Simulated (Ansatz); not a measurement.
MgAl$_{2}$O$_{4}$:
Space group Fd-3m, origin choice 1 (No. 227); a = b = c = 8.084 Å, α = β = γ = 90.00°

```json
[
 {"atom": "Mg", "site": "8a", "symmetry": "-43m", "x": "0.0000", "y": "0.0000", "z": "0.0000"},
 {"atom": "Al", "site": "16d", "symmetry": ".-3m", "x": "0.6250", "y": "0.6250", "z": "0.6250"},
 {"atom": "O", "site": "32e", "symmetry": ".3m", "x": "0.3886", "y": "0.3886", "z": "0.3886"}
]
```
(The calculation used a cell of 14 atoms; values per cell refer to that cell.)

Relaxed with r²SCAN. Independent-particle spectrum: no excitons, no local fields, no scissors shift; 0.1 eV broadening; ε₁ of the summed bands alone.

**Question.** Tabulate the dielectric function from the program Ansatz at the r²SCAN level (PAW).

**Answer.** 

| E (eV) | ε₁ xx | ε₂ xx |
|---|---|---|
| 0.0 | 2.75 | 0.00 |
| 0.5 | 2.75 | 0.00 |
| 1.0 | 2.76 | 0.00 |
| 1.5 | 2.77 | 0.00 |
| 2.0 | 2.79 | 0.00 |
| 2.5 | 2.82 | 0.00 |
| 3.0 | 2.86 | 0.00 |
| 3.5 | 2.91 | 0.00 |
| 4.0 | 2.97 | 0.00 |
| 4.5 | 3.05 | 0.00 |
| 5.0 | 3.15 | 0.00 |
| 5.5 | 3.30 | 0.00 |
| 6.0 | 3.55 | 0.00 |
| 6.5 | 3.82 | 0.45 |
| 7.0 | 3.75 | 0.68 |
| 7.5 | 3.73 | 0.82 |
| 8.0 | 3.75 | 0.94 |
| 8.5 | 3.81 | 1.04 |
| 9.0 | 4.01 | 1.38 |
| 9.5 | 4.14 | 1.65 |
| 10.0 | 4.24 | 1.97 |
| 10.5 | 4.66 | 2.51 |
| 11.0 | 3.02 | 3.35 |
| 11.5 | 2.36 | 2.46 |
| 12.0 | 2.77 | 2.38 |

**Question.** From ε at 7.7 eV (xx: 3.73 + 0.87i), find n, k, the normal reflectivity and the absorption coefficient.

**Answer.** n = 1.94, k = 0.224, R = 11 %, α = 2kE/ħc = 170000 cm⁻¹.

With all bands, ε∞ without local fields is 2.91. DFPT, with local fields, gives 2.90.

The cell was relaxed with r²SCAN under the symmetry of its start; of distortions, only those at the zone centre were tested.

Potentials: the later of the program's two PAW sets.
